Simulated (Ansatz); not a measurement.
Take a crystal in which Br has been replaced by I on all its sites, with the cell rescaled by a rough guess (in some cases also distorted within its space group) and nothing relaxed:

```xyz
3
Lattice="5.1285 0.0000 0.0000 0.0000 5.1285 0.0000 0.0000 0.0000 5.1285" Properties=species:S:1:pos:R:3 pbc="T T T"
I     2.5643    0.0000    0.0000
I     0.0000    2.5643    0.0000
I     0.0000    0.0000    2.5643
```

Level of theory: DFT PBE, scalar-relativistic, plane waves, PAW (Ansatz 0.2.0).

Settings: cutoff 420 eV, Γ-centred mesh 8×8×8 on the computed 3-atom cell, Gaussian smearing of 0.10 eV; no spin polarisation.

(1) Will this cell want to expand or contract, and how hard?

(2) Is it a metal on this mesh?

Spin-orbit coupling is left out, which matters for the bands of heavy elements. Spin polarisation was left out, and a magnetic state may lie lower.

## Answers

(1) The pressure is -0.8 GPa (positive in compression), so the cell would contract.

(2) Yes, a band crosses the Fermi level.

This simple cubic form isn't the element's structure at ambient conditions.